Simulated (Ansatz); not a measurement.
Consider the ligand exchange at a B–O bond: `C[Si](C)(C)OBF` + `CC(=O)O` → `CC(=O)OBF` + `C[Si](C)(C)O`.

Calculated with Ansatz (gas phase, PBE0-D4/def2-TZVP geometries, no zero-point term in ΔE). CBS: MP2 limit from def2 TZ/QZ plus the TZ coupled-cluster correction, frozen cores. DFT in def2-TZVPP. Each species was taken in one conformer, which may not be the lowest.

Question: Is it downhill or uphill in electronic energy at CCSD(T)/CBS, and by how much? (An estimate is asked.)

Answer: The calculation gave: Uphill: ΔE = +44.4 kJ/mol.

Question: What do these levels give: B97M-V, ωB97X-V, PBE, BLYP, r2SCAN, r2SCAN0, CCSD(T)/def2-SVP, HF/def2-TZVPP, CCSD(T)/def2-TZVPP, SCS-MP2/def2-QZVPP, HF/CBS(def2), CCSD/CBS(def2)? (Best estimate.)

Answer: The calculation gave: B97M-V 47.6, ωB97X-V 46.4, PBE 45.6, BLYP 43.7, r2SCAN 46.5, r2SCAN0 46.1, CCSD(T)/def2-SVP 52.5, HF/def2-TZVPP 43.2, CCSD(T)/def2-TZVPP 43.6, SCS-MP2/def2-QZVPP 43.5, HF/CBS(def2) 43.0, CCSD/CBS(def2) 44.2 kJ/mol.

Largest T1 diagnostic among the species: 0.015.

The D4 term adds +3.2 kJ/mol with B3LYP and +2.0 kJ/mol with PBE0; it sums over pairs of atoms, weighted by their polarisabilities, and B3LYP, whose exchange is more repulsive, gets the larger term. At CCSD(T), def2-SVP lies +8.1 kJ/mol from the extrapolated value and def2-TZVPP −0.8 kJ/mol. Leaving LDA and LC-ωPBE aside and taking each functional with its dispersion term where it has one, the values, not all of them listed here, spread over 3.4 kJ/mol, from B2PLYP to PBE-D4.

B3LYP here is the variant with VWN-RPA as its local correlation; programs differ in this.
